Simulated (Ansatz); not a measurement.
PbS:

```
Pb S
1.0
     3.65366    0.00000    0.00000
     0.00000    3.65366    0.00000
     0.00000    0.00000    3.65366
Pb S
1 1
Direct
  0.00000 0.00000 0.00000
  0.50000 0.50000 0.50000
```

Measurements of this composition are mostly on another form, of space group No. 225.

* Program: Ansatz 0.2.0
* Task: relaxation of cell and atoms
* Functional: PBE
* Dispersion: D4
* Potentials or basis: Ansatz PAW
* Cutoff: 420 eV (not typed: the program's choice for these potentials)
* k mesh: 7 × 7 × 7
* Occupations: fermi-dirac, width 0.05 eV
* Spin: no spin polarisation

At the start: volume 24.39 Å³/atom.

Q: How do energy, volume and symmetry change on relaxing?

A: It ends after 4 steps and the volume is 23.36 Å³/atom (-4.2 %); space group Pm-3m (No. 221, to 0.05 Å).

Step by step:
```
step  energy change (eV)  largest force (eV/Å)  volume (Å³)
   1              0.0000                0.0000        48.77
   2             -0.0145                0.0000        46.36
   3             -0.0149                0.0000        46.72
   4             -0.0147                0.0000        46.72
```

Final structure:
```
Pb S
1.0
     3.60174    0.00000    0.00000
     0.00000    3.60174    0.00000
     0.00000    0.00000    3.60174
Pb S
1 1
Direct
  0.00000 0.00000 0.00000
  0.50000 0.50000 0.50000
```

Caveat: the plane-wave basis is chosen anew once the cell has moved, so the energies of steps on either side of that aren't comparable; pairwise dispersion overbinds metals, which lowers pressure and volume.
